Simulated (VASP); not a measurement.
The system is NaI.

```
CELL_PARAMETERS angstrom
0.00000 3.23640 3.23640
3.23640 0.00000 3.23640
3.23640 3.23640 0.00000
ATOMIC_POSITIONS crystal
I 0.50000 0.50000 0.50000
Na 0.00000 0.00000 0.00000
```

Base run:

```yaml
Program: VASP 6.6.1
Functional: rSCAN
Potentials_or_basis: VASP PAW PBE potentials, release 64 (I, Na_pv)
Cutoff: 520 eV
k_mesh: 7 × 7 × 7
Occupations: fermi-dirac, width 0.05 eV
Spin: no spin polarisation
```

Its results: band gap on the k mesh 4.34 eV, direct; pressure -0.2 GPa.

Q: The run is repeated on the same cell with these changes: functional from rSCAN to r2SCAN. What comes out?

A: Band gap on the k mesh 4.44 eV, direct; pressure -0.3 GPa.

Caveats: the PAW data sets were made with another functional, which shifts forces and pressure a little; spin-orbit coupling is left out, which moves the levels of the heavy elements.
